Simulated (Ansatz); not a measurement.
Kick test of a cell of C

The cell was found from a structure generator's guess, not taken from experiment.

Computed with Ansatz, DFT PBE, scalar-relativistic, plane waves, PAW. Plane waves to 420 eV, a k mesh through Γ of 24×24×1 on the computed 2-atom cell and Gaussian smearing (0.10 eV); no spin polarisation.

The cell below (2 atoms, layer group p6/mmm (No. 80)) is relaxed within its symmetry. The sheet is periodic along a and b; c holds vacuum.

```
C
1.0
     2.46641    0.00000    0.00000
    -1.23321    2.13597    0.00000
     0.00000    0.00000   23.90710
C
2
Direct
  0.33333 0.66667 0.31371
  0.66667 0.33333 0.31371
```

For the test a repeat of it with 4 atoms (edges 4.93, 2.47 Å) was strained at random (σ = 1.5 % a component), the atoms were moved at random (σ = 0.10 Å), and all was relaxed again on a coarse 10×10×1 mesh (in the run’s order of axes) with 0.20 eV smearing, with no symmetry imposed.

Task: Does it come back?

Result: It returns, within 1 meV/atom of the unmoved cell on that mesh and with the same symmetry when read at 0.1 Å. No instability shows in this cell; modes of other wave vectors, which need another repeat, aren't tested.
